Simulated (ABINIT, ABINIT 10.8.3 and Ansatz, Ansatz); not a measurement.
# AgCl (Fm-3m): Bethe-Salpeter spectra with ABINIT

Aim: follow the lowest exciton of AgCl (Fm-3m) as the mesh is refined.

Calculated with ABINIT 10.8.3 and Ansatz 0.2.0; PBE and many-body steps on it, plane waves.

### Step 1. The starting structure

Symmetry: Fm-3m, No. 225, cubic system. The conventional cell has a = 5.545 Å, b = 5.545 Å, c = 5.545 Å, α = 90.00°, β = 90.00°, γ = 90.00°. Nearest to Ag lie 6 Cl at 2.77 Å. Nearest to Cl lie 6 Ag at 2.77 Å. Farther neighbours and most contacts between anions are not listed.

The cell and positions are those that the Materials Project relaxed with its own functionals (PBE, PBE+U or r2SCAN), kept fixed.

### Step 2. Empty states on the mesh, 4×4×4 mesh, 103 bands

This step: ABINIT 10.8.3; DFT, PBE, plane waves, norm-conserving pseudopotentials.

The sums over transitions need many empty states on a uniform mesh; this step solves for them.

Contents of run.abi:

```
acell 3*1.0 Angstrom
rprim 
  0.000000000000 2.772662996800 2.772662996800
  2.772662996800 0.000000000000 2.772662996800
  2.772662996800 2.772662996800 0.000000000000
ntypat 2
znucl 47 17
natom 2
typat 1 2
xred 
  0.000000000000 0.000000000000 0.000000000000
  0.500000000000 0.500000000000 0.500000000000
pp_dirpath "pseudos"
pseudos "Ag.upf, Cl.upf"
ecut 37
ngkpt 4 4 4
nshiftk 1
shiftk 0 0 0
kptopt 1
chksymbreak 0
irdden 1
istwfk *1
nband 103
prtvol 0
optdriver 6
gwr_task "HDIAGO"
paral_kgb 0
occopt 1
indata_prefix "in"
outdata_prefix "out"
tmpdata_prefix "tmp"
```

Command:

```
$ OMP_NUM_THREADS=1 mpirun -n 8 abinit run.abi > log
```

What it wrote:

```text
.Version 10.8.3 of ABINIT. v10.8.2 released Aug 2026.

 Symmetries : space group Fm -3 m (#225); Bravais cF (face-center cubic)
[... echo of the input left out ...]
== DATASET  1 ==================================================================
-   mpi_nproc: 8, omp_nthreads: 1 (-1 if OMP is not activated)

--- !DatasetInfo
iteration_state: {dtset: 1, }
dimensions: {natom: 2, nkpt: 8, mband: 103, nsppol: 1, nspinor: 1, nspden: 1, mpw: 3119, }
cutoff_energies: {ecut:  37.0, pawecutdg:  -1.0, }
[...]
Indirect band gap semiconductor
 Fundamental gap:     0.913 (eV)
   VBM:     4.678 (eV) at k: [ 5.0000E-01,  0.0000E+00,  0.0000E+00]
   CBM:     5.591 (eV) at k: [ 0.0000E+00,  0.0000E+00,  0.0000E+00]
 Direct gap:         3.230 (eV) at k: [ 0.0000E+00,  0.0000E+00,  0.0000E+00]

== END DATASET(S) ==============================================================
================================================================================

 -outvars: echo values of variables after computation  --------
           etotal      0.0000000000E+00
            nband         103
             nkpt           8
          spgroup         225
 [... the other variables as echoed above ...]

 Calculation completed.
```

It took 26 s on 8 MPI ranks of Arm Neoverse V1, shared host; peak memory 4.6 GiB.

Numbers from this step:

* gap: 0.9128 eV
* k of the valence top: 0.5, 0, 0
* k of the conduction bottom: 0, 0, 0
* least direct gap: 3.230 eV
* k points computed: 8
* lowest point of the top converged band, above the valence top: 80.6275 eV

On this mesh the gap is 0.913 eV.

The density comes from a self-consistent run that is not shown.

### Step 3. Screening, 4×4×4 mesh, 95 bands, screening to 149.7 eV

The RPA dielectric matrix is built and inverted for each q.

This step: RPA screening on PBE, plane waves, norm-conserving pseudopotentials.

run.abi: that of step 2 with these lines changed.

```diff
@@ -20,10 +20,11 @@
 chksymbreak 0
-irdden 1
 istwfk *1
-nband 103
-prtvol 0
-optdriver 6
-gwr_task "HDIAGO"
-paral_kgb 0
 occopt 1
+irdwfk 1
+optdriver 3
+nband 95
+ecuteps 5.5
+inclvkb 2
+awtr 1
+symchi 1
 indata_prefix "in"
```

What it wrote:

```text
.Version 10.8.3 of ABINIT. v10.8.2 released Aug 2026.

 Symmetries : space group Fm -3 m (#225); Bravais cF (face-center cubic)
[... echo of the input left out ...]
== DATASET  1 ==================================================================
-   mpi_nproc: 8, omp_nthreads: 1 (-1 if OMP is not activated)

--- !DatasetInfo
iteration_state: {dtset: 1, }
dimensions: {natom: 2, nkpt: 8, mband: 95, nsppol: 1, nspinor: 1, nspden: 1, mpw: 3119, }
cutoff_energies: {ecut:  37.0, pawecutdg:  -1.0, }
[...]
--------------------------------------------------------------------------------
[... chi0 elements left out ...]
 For q-point:  0.000010 0.000020 0.000030
  dielectric constant =   5.2841
  dielectric constant without local fields =   5.7359

  Average fulfillment of the sum rule on Im[epsilon] for q-point    1 :     62.26  [%]
[... wings left out ...]
  q-point number  2        q = ( 0.250000, 0.000000, 0.000000) [r.l.u.]
--------------------------------------------------------------------------------
[... chi0 elements left out ...]
  Average fulfillment of the sum rule on Im[epsilon] for q-point    2 :     75.77  [%]

 [... 6 further q-points ...]
```

The job ended after 13 s (8 MPI ranks; peak memory 1.2 GiB; 100 s of CPU time).

Numbers from this step:

```
ε∞ with local fields, on this mesh, along the program's q direction : 5.284
the same without local fields                                       : 5.736
plasma frequency                                                    : 29.00 eV
plane waves in the screening matrix                                 : 169
```

Local fields lower ε∞ by 8 %. On a Γ-centred mesh this coarse the value itself is usually too large, while a short band sum pulls it down.

### Step 4. Self-energy, 4×4×4 mesh, 95 bands, screening to 149.7 eV

The self-energy is evaluated for the states that the input lists, and the levels follow from it, in one-shot runs by the linearised quasiparticle equation.

This step: G0W0 on PBE, plane waves, norm-conserving pseudopotentials.

run.abi: that of step 3 with these lines changed.

```diff
@@ -23,8 +23,17 @@
 irdwfk 1
-optdriver 3
+optdriver 4
 nband 95
+gwcalctyp 0
+ecutsigx 37
+symsigma 1
+nkptgw 2
+kptgw 
+  0.5000000000 0.0000000000 0.0000000000
+  0.0000000000 0.0000000000 0.0000000000
+bdgw 
+  12 15
+  11 17
 ecuteps 5.5
-inclvkb 2
-awtr 1
-symchi 1
+irdscr 1
+ppmodel 1
 indata_prefix "in"
```

What it wrote:

```text
.Version 10.8.3 of ABINIT. v10.8.2 released Aug 2026.

 Symmetries : space group Fm -3 m (#225); Bravais cF (face-center cubic)
[... echo of the input left out ...]
== DATASET  1 ==================================================================
-   mpi_nproc: 8, omp_nthreads: 1 (-1 if OMP is not activated)

--- !DatasetInfo
iteration_state: {dtset: 1, }
dimensions: {natom: 2, nkpt: 8, mband: 95, nsppol: 1, nspinor: 1, nspden: 1, mpw: 3119, }
cutoff_energies: {ecut:  37.0, pawecutdg:  -1.0, }
[...]
Band     E0 <VxcDFT>   SigX SigC(E0)      Z dSigC/dE  Sig(E)    E-E0       E
[...]
16  15.379 -12.290  -6.936  -4.381   0.822  -0.217 -11.491   0.799  16.178
       17  15.379 -12.290  -6.936  -4.381   0.822  -0.217 -11.491   0.799  16.178

== END DATASET(S) ==============================================================
================================================================================

 -outvars: echo values of variables after computation  --------
           etotal      0.0000000000E+00
            nband          95
             nkpt           8
          spgroup         225
 [... the other variables as echoed above ...]

 Calculation completed.
```

Wall time 5 s (8 MPI ranks); peak memory 1.3 GiB; 39 s of CPU time.

Numbers from this step:

```
G0W0 gap on the points computed              : 2.101 eV
starting gap on the mesh                     : 0.9128 eV
k of the valence top                         : 0.5, 0, 0
k of the conduction bottom                   : 0, 0, 0
least direct G0W0 gap on the computed points : 4.645 eV
```

The gap on the mesh goes from 0.91 eV to 2.10 eV, a correction of +1.19 eV.

The gap opens by 1.188 eV; the next steps shift the empty bands rigidly by 1.188 eV. The least direct G0W0 gap is 4.645 eV, so this shift leaves the direct transitions −0.23 eV off.

### Step 5. Excitons

Optical absorption needs the electron-hole interaction, solved here in a basis of vertical transitions on the mesh.

This step: Bethe-Salpeter equation on PBE with a scissors shift, plane waves, norm-conserving pseudopotentials.

run.abi: that of step 4 with these lines changed.

```diff
@@ -23,17 +23,17 @@
 irdwfk 1
-optdriver 4
-nband 95
-gwcalctyp 0
-ecutsigx 37
-symsigma 1
-nkptgw 2
-kptgw 
-  0.5000000000 0.0000000000 0.0000000000
-  0.0000000000 0.0000000000 0.0000000000
-bdgw 
-  12 15
-  11 17
-ecuteps 5.5
+optdriver 99
+bs_calctype 1
+mbpt_sciss 1.188 eV
+bs_loband 6
+nband 15
+bs_exchange_term 1
+bs_coulomb_term 11
+bs_coupling 0
+bs_algorithm 1
+bs_freq_mesh 0 10 0.1 eV
+zcut 0.15 eV
+ecuteps 4
+ecutwfn 18.5
+inclvkb 2
 irdscr 1
-ppmodel 1
 indata_prefix "in"
```

What it wrote:

```text
.Version 10.8.3 of ABINIT. v10.8.2 released Aug 2026.

 Symmetries : space group Fm -3 m (#225); Bravais cF (face-center cubic)
[... echo of the input left out ...]
== DATASET  1 ==================================================================
-   mpi_nproc: 8, omp_nthreads: 1 (-1 if OMP is not activated)

--- !DatasetInfo
iteration_state: {dtset: 1, }
dimensions: {natom: 2, nkpt: 8, mband: 15, nsppol: 1, nspinor: 1, nspden: 1, mpw: 1106, }
cutoff_energies: {ecut:  18.5, pawecutdg:  -1.0, }
electrons: {nelect:   2.60000000E+01, charge:   0.00000000E+00, occopt:   1.00000000E+00, tsmear:   1.00000000E-02, }

 Exciton: Calculation of dielectric properties by solving the Bethe-Salpeter equation
 in frequency domain and reciprocal space on a transitions basis set.
 Based on a program developed by L. Reining, V. Olevano, F. Sottile,
 S. Albrecht, and G. Onida. Incorporated in ABINIT by M. Giantomassi.

.Using double precision arithmetic ; gwpc =  8

[... cell and pseudopotentials left out ...]
--------------------------------------------------------------------------------

 ==== K-mesh for the wavefunctions ====
 Number of points in the irreducible wedge :     8
[... list of points left out ...]
 Together with 48 symmetry operations and time-reversal symmetry
 yields    64 points in the full Brillouin Zone.

 ==== Q-mesh for the screening function ====
 Number of points in the irreducible wedge :     8
[... list of points left out ...]
 Together with 48 symmetry operations and time-reversal symmetry
 yields    64 points in the full Brillouin Zone.

 vcoul_init : cutoff-mode = AUXILIARY_FUNCTION
 q-points for optical limit:   1
     1)      0.000010    0.000020    0.000030
 setmesh: FFT mesh size selected  =    24x   24x   24
          total number of points  =        13824

 ==== Fundamental parameters for the solution of the Bethe-Salpeter equation: ====
 Algorithm: Direct diagonalization.
 Dimension of the v, W matrices,  npweps  = 113
 Cutoff for the wavefunctions,    npwwfn  = 1067
 Number of k-points in the IBZ,   nkibz   = 8
 Highest empty band included,     nband   = 15
 === Spin UP ===
 Number of resonant transitions          1024
 Lowest occupied state                   6
 Highest occupied state                  13
 Lowest unoccupied state                 14
 Highest unoccupied state                15
 Minimum frequency [eV]           Emin    =   0.00
 Maximum frequency [eV]           Emax    =  10.00
 Frequency step [eV]              dE      =   0.10
 Lorentzian broadening [eV]       eta     =   0.15
 RPA L0 with KS energies and KS wavefunctions
 Scissors operator energy [eV] =          1.19
 Local fields effects (v term) included
 Excitonic effects (W term) included
 Full W_GG' included
 W is read from an external SCR file
 Resonant-only calculation (Hermitian case)

 Calculating epsilon_Macro(q-->0,w), along the following directions:
 q = (  0.962909  0.000000  0.000000) [r.l.u.]
 q = (  0.000000  0.962909  0.000000) [r.l.u.]
 q = (  0.000000  0.000000  0.962909) [r.l.u.]
 q = (  0.000000  0.833904  0.833904) [r.l.u.]
 q = (  0.833904  0.000000  0.833904) [r.l.u.]
 q = (  0.833904  0.833904  0.000000) [r.l.u.]
 Number of electrons calculated from density =   25.9695; Expected =   26.0000
 average of density, n =  0.090270
 r_s =    1.3829
 omega_plasma =   28.9820 [eV]

. Writing resonant excitonic Hamiltonian on file out_BSR; file size=   0.01 [Gb].
 Direct diagonalization of the resonant excitonic Hamiltonian, Matrix size= 1024
. Using LAPACK sequential version.
 Excitonic eigenvalues in eV up to n=   32
   3.86233   3.86292   3.86309   3.88067   3.88201   3.97554   3.97674   3.97696
   4.27182   4.27450   4.32461   4.32876   4.33048   4.39406   4.39708   4.39726
   4.40044   4.40117   4.40166   4.43183   4.43215   4.43229   4.45021   4.45025
   4.80087   4.85382   4.86825   4.87315   4.87808   4.87861   4.88633   4.89147

 First excitonic eigenvalue=    3.86 [eV]
 Last  excitonic eigenvalue=   13.84 [eV]

 GW  direct gap       4.42  0.00 [eV]
 EXC direct gap       3.86  0.00 [eV]
 EXC binding energy   0.56  0.00 [eV]

 Excitonic eigenvalues up to the GW energy gap [eV]
  1 (  3.86  0.00)
  2 (  3.86  0.00)
  3 (  3.86  0.00)
  4 (  3.88  0.00)
  5 (  3.88  0.00)
  6 (  3.98  0.00)
[...]
17 (  4.40  0.00)
 18 (  4.40  0.00)
 19 (  4.40  0.00)

 Macroscopic dielectric function:
 omega [eV] <KS_RPA_nlf>  <GW_RPA_nlf>  <BSE>
   0.0000   4.3184   0.0000   3.6825   0.0000   4.1124   0.0000
   0.1000   4.3199   0.0045   3.6833   0.0022   4.1136   0.0036
   0.2000   4.3244   0.0090   3.6854   0.0043   4.1171   0.0072
   0.3000   4.3319   0.0136   3.6891   0.0065   4.1231   0.0108
   0.4000   4.3425   0.0183   3.6941   0.0088   4.1315   0.0145
   0.5000   4.3563   0.0232   3.7007   0.0110   4.1423   0.0183
   0.6000   4.3733   0.0282   3.7088   0.0133   4.1558   0.0222
   0.7000   4.3937   0.0334   3.7184   0.0157   4.1718   0.0262
   0.8000   4.4176   0.0389   3.7297   0.0181   4.1905   0.0304
   0.9000   4.4453   0.0447   3.7425   0.0206   4.2121   0.0348

 Writing KS-RPA macroscopic dielectric function without local fields to file: out_RPA_NLF_MDF
 Writing GW-RPA macroscopic dielectric function without local fields to file: out_GW_NLF_MDF
 Writing EXC Macroscopic dielectric function to file: out_EXC_MDF

== END DATASET(S) ==============================================================
================================================================================

 -outvars: echo values of variables after computation  --------
           etotal      0.0000000000E+00
            nband          15
             nkpt           8
          spgroup         225
 [... the other variables as echoed above ...]

 Calculation completed.
```

Elapsed: 20 s, on 8 MPI ranks; peak memory 0.69 GiB; 2.6 min of CPU time.

Numbers from this step:

```yaml
direct_gap_of_the_transition_levels: 4.418 eV
transitions_in_the_window: 1024
first_strong_exciton_over_a_fiftieth_of_the_strongest_listed: 3.862 eV
lowest_state: 3.862 eV
binding_of_the_lowest_state_below_the_direct_gap: 0.5555 eV
coulomb_term_of_one_mesh_cell: 0.5539 eV
```

The binding is 1.0 times the screened Coulomb term of one mesh cell (0.55 eV), so it is not shown settled.

The lowest state lies at 3.862 eV, 0.556 eV under the direct gap.

Lines within 3 meV are set at the lowest of them, and the highest group, which the list may cut short, is left out. Lines of the exciton spectrum (strongest = 100):

```
position (eV)  lines merged  oscillator strength, relative
        3.862             3                            100
        3.881             2                            0.3
        3.975             3                            0.1
        4.272             2                            0.1
        4.325             1                             45
        4.329             2                             87
        4.394             1                            0.0
```

The ε₂ has structure finer than the step of the table below, so its rows give means over 0.5 eV, whole bins alone (the curve runs from 0 to 10 eV). Peaks (eV: height): BSE 3.90: 7.89, 4.30: 10.2, 5.60: 13.7, 6.70: 5.23, 9.00: 3.27; no electron-hole interaction 4.90: 8.89, 6.20: 14.2, 7.20: 5.85, 9.60: 4.06; Kohn-Sham, no shift 3.70: 8.60, 5.00: 14.4, 6.10: 5.83, 8.40: 4.04.

Mean over the three Cartesian directions of q; broadening 0.15 eV; transition window only. Limits: finite bands, cutoff and mesh; d shell near the gap, gap tends to lie low; no spin-orbit coupling; coarse k mesh; exciton not shown settled in the k mesh. Table of ε₂ by photon energy; means over each step:

```
photon energy (eV)     BSE  no electron-hole interaction  Kohn-Sham, no shift
               0.5  0.0184                        0.0111               0.0234
               1.0  0.0397                        0.0233               0.0515
               1.5  0.0683                        0.0383               0.0923
               2.0   0.113                        0.0586                0.167
               2.5   0.198                        0.0894                0.369
               3.0   0.427                         0.144                 1.89
               3.5    2.02                         0.271                 4.82
               4.0    6.52                         0.906                 4.89
               4.5    5.96                          3.46                 3.45
               5.0    3.34                          5.98                 9.82
               5.5    8.83                          3.49                 3.75
               6.0    4.41                          7.94                 4.39
               6.5    3.39                          6.06                 3.26
               7.0    3.23                          3.58                 1.31
               7.5    1.34                          3.98                 2.11
               8.0    1.30                          2.03                 3.23
               8.5    2.89                          1.38                 3.67
               9.0    3.08                          3.10                 1.68
               9.5    1.71                          3.61                0.918
```

(Continued in part 2 of 3.)

[Paths, hosts, dates, memory and timing lines, banners, echoed tables and standing remarks are left out of the program output.]

[Logs are printed without paths, hosts, clocks, repeated set-up lines and the standing remarks that a program may print on its own settings, such as how far it seeks lower states.]

[Runs of the session that timed out or met a known fault of the program may be left out.]

[Hosts, paths, dates, database ids (printed as entryN), source tags and the programs' standing remarks are cut or masked in the printed files.]

[G0W0 gaps are taken among the corrected bands and points alone; a level outside them can change the order at an edge.]

[Where Ansatz stands beside ABINIT at settings called matched, ABINIT's density can come from a denser mesh and the files from another edition; pairs whose starting gaps differed by over 0.03 eV were left out, so agreement reads better than it is.]
